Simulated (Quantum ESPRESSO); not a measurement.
Crystal: Sb.

```xyz
2
Lattice="2.1542 1.2437 3.7580 -2.1542 1.2437 3.7580 0.0000 -2.4875 3.7580" Properties=species:S:1:pos:R:3 pbc="T T T"
Sb    0.0000    0.0000    8.6416
Sb    0.0000    0.0000    2.6324
```

Base run:

| Quantity | Value |
| --- | --- |
| Program | Quantum ESPRESSO 7.5 |
| Functional | PBE |
| Potentials or basis | PseudoDojo 0.4 FR PBE standard |
| Cutoff | 1088 eV |
| Density cutoff | 4354 eV |
| k mesh | 8 × 8 × 8 |
| Occupations | fermi-dirac, width 0.05 eV |
| Spin | spin-orbit coupling, no magnetisation |

Its results: band gap on the k mesh none (metal or under the smearing width); pressure 2.8 GPa; largest force 0.183 eV/Å.

The run is repeated on the same cell with these changes: k mesh from 8 × 8 × 8 to 6 × 6 × 6; dispersion from none to D3(BJ). What comes out?

Band gap on the k mesh none (metal or under the smearing width); pressure 0.5 GPa; largest force 0.098 eV/Å.

Several settings changed at once, so the effect can't be laid on one alone.

Caveats: pairwise dispersion overbinds metals, which lowers pressure and volume (some runs).

Not every run made on this cell is shown here.
